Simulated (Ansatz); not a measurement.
E(M) for Hf (Fm-3m)

The geometry is a structure as deposited in COD, held fixed and not relaxed.

The runs share PBE, 15×15×15 k mesh, Fermi–Dirac smearing of 0.05 eV. PAW means Ansatz 0.2.0 on its default frozen-core files; LAPW is all-electron LAPW in Ansatz 0.2.0. Site moments are integrated in spheres about the atoms, whose radii differ between the methods.

Input of the first run:

```yaml
crystal:
  lattice:
    - [0.0, 2.22, 2.22]
    - [2.22, 0.0, 2.22]
    - [2.22, 2.22, 0.0]
  atoms:
    - { symbol: Hf, position: [0.0, 0.0, 0.0], spin: 0.6 }
magnetization:
  spin_polarized: true
kpoints:
  mp_grid: { grid: [15, 15, 15] }
scf:
  occupations: { method: fermi_dirac, width: 0.05 }
  lower_state_search: "off"
hamiltonian:
  xc: pbe
  pseudopotentials: { kind: paw }
output:
  forces: true
  stress: true
  eigenvalues: true
  populations: true
  dos: { projected: true, de: 0.1, e_range: [-8, 5] }
  write_density: true
  write_potential: true
  elf: true
  volumetric_format: npy
```

Command: `ansatz run input.yaml --threads 1 --pin off --max-ram 3072MiB --backend cpu --events-out ev --progress --plain --runs-dir out`

The input for «total moment held at 0.35 μB» by PAW differs from it in these lines, output keys apart:

```diff
-    - { symbol: Hf, position: [0.0, 0.0, 0.0], spin: 0.6 }
+    - { symbol: Hf, position: [0.0, 0.0, 0.0], spin: 0.35 }
+  initial_magnetization: 0.35
+  spin_locking: { lock_magnetization: hard }
```

The input for «total moment held at 1 μB» by LAPW differs from it in these lines, output keys apart:

```diff
-    - { symbol: Hf, position: [0.0, 0.0, 0.0], spin: 0.6 }
+    - { symbol: Hf, position: [0.0, 0.0, 0.0], spin: 1.0 }
+  initial_magnetization: 1.0
+  spin_locking: { lock_magnetization: hard }
-  pseudopotentials: { kind: paw }
+  pseudopotentials: { kind: all_electron, lapw: { basis_error: 0.001 } }
```

Each run fixes M = N↑ − N↓ with two Fermi levels; the holding field B = (E_F↑ − E_F↓)/2μB is the slope of the free energy against M over μB. Energies count from each method's free run. The held moment starts spread evenly over Hf.

The free PAW run: The moments died out: the run ends unmagnetised.

```
M (μB/cell)  ΔF PAW (meV/cell)  ΔF LAPW (meV/cell)  B, PAW (T)  largest site moment, PAW (μB)  pressure, PAW (GPa)
       0.00                0.0                 0.0           –                           0.00                  3.3
       0.10               +1.7                +1.7        +611                           0.06                  3.3
       0.20               +7.0                   –       +1202                           0.12                  3.3
       0.35              +20.6               +20.6           ?                           0.22                  3.5
       0.50              +40.8                   –       +2782                           0.31                  3.9
       0.75              +92.7                   –       +4452                           0.46                  4.8
       1.00             +172.4              +172.2       +6758                           0.62                    ?
       1.40             +379.9              +379.6      +10805                           0.87                  8.4
```

**Question.** What belongs in the row "1.00", column "pressure, PAW (GPa)"?

**Answer.** 6.0.

**Question.** What belongs in the row "0.35", column "B, PAW (T)"?

**Answer.** +1912.

**Question.** The unpolarised density of states at the Fermi level, averaged over the smearing, is 1.49 states/eV per cell. What Stoner enhancement follows from the smallest held moment?

**Answer.** S = M/(μB·B·N) = 0.10/(0.0354 eV × 1.49/eV) ≈ 1.9, so I·N/2 ≈ 0.47; the Stoner criterion for ferromagnetism asks for 1. On this mesh S is a rough figure.

**Question.** Check μB·B = dF/dM between M = 0.50 and 0.75 μB with the PAW numbers.

**Answer.** ΔF/ΔM = +51.9 meV / 0.25 = +207.8 meV per μB, which is +3589 T with μB = 0.05788 meV/T. The mean of the two holding fields is +3617 T. The slope equals the mean of B over the step, so the two agree where B(M) is nearly straight between its ends, and here they lie within a tenth of each other.

Separate runs put a uniform field on the spins (g = 2):

```tsv
field (T)	M PAW (μB/cell)	M LAPW (μB/cell)
500	0.083	0.083
1000	0.163	0.163
```

The Ansatz runs typed with the search for lower states off end where their start leads. Spin–orbit coupling is left out although heavy atoms are present. These are results for the start and cell typed. The real compound can order otherwise, in a larger cell, or not at all, since semilocal functionals at zero temperature often overstate magnetism.
